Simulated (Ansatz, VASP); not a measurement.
Given: the input of a run of VASP 6.6.1 on Ti.

The input INCAR:

```
PREC = Accurate
ENCUT = 520
EDIFF = 1E-6
ISMEAR = -1
SIGMA = 0.05
LREAL = False
LASPH = True
NELM = 60
ALGO = Fast
ISIF = 2
LWAVE = False
LCHARG = False
NBANDS = 12
```

The input KPOINTS:

```
Automatic mesh
0
Gamma
  11 11 11
```

File POSCAR:

```
Ti
1.0
   -1.6188216056      1.6188216056      1.6188216056
    1.6188216056     -1.6188216056      1.6188216056
    1.6188216056      1.6188216056     -1.6188216056
Ti
1
Direct
    0.0000000000      0.0000000000      0.0000000000
```

Potentials or basis: VASP PAW LDA potentials, release 64 (Ti_sv).

Launch:

```console
$ cat potpaw_LDA.64/Ti_sv/POTCAR > POTCAR
$ mpirun -np 1 vasp_std > vasp.out
```

Translate it to Ansatz 0.2.0. Potentials there: all-electron LAPW, scalar-relativistic.

As run (the cutoff follows the program's own potentials):

The input input.yaml:

```yaml
crystal:
  lattice:
    - [-1.6188216056, 1.6188216056, 1.6188216056]
    - [1.6188216056, -1.6188216056, 1.6188216056]
    - [1.6188216056, 1.6188216056, -1.6188216056]
  atoms:
    - { symbol: Ti, position: [0.0, 0.0, 0.0] }
kpoints:
  mp_grid: { grid: [11, 11, 11] }
scf:
  occupations: { method: fermi_dirac, width: 0.05 }
hamiltonian:
  xc: lda
  pseudopotentials: { kind: all_electron, lapw: { basis_error: 0.001 } }
output:
  forces: true
  stress: true
  eigenvalues: true
```

Potentials or basis: all-electron LAPW, scalar-relativistic.

Command:

```sh
$ ansatz run input.yaml --threads 1 --pin off --max-ram 3072MiB --backend cpu --events-out ev --progress --plain --runs-dir out
```

Both were run:

|  | VASP | Ansatz | Ansatz less VASP |
| --- | --- | --- | --- |
| gap on the k mesh at the Fermi level (eV) | none | none | - |
| pressure (GPa) | -7.5 | -7.4 | +0.12 |

A gap of «none» marks a metal or a gap that the smearing closes. Ansatz ran all-electron here, so the differences hold the error of VASP's frozen core and of both bases.
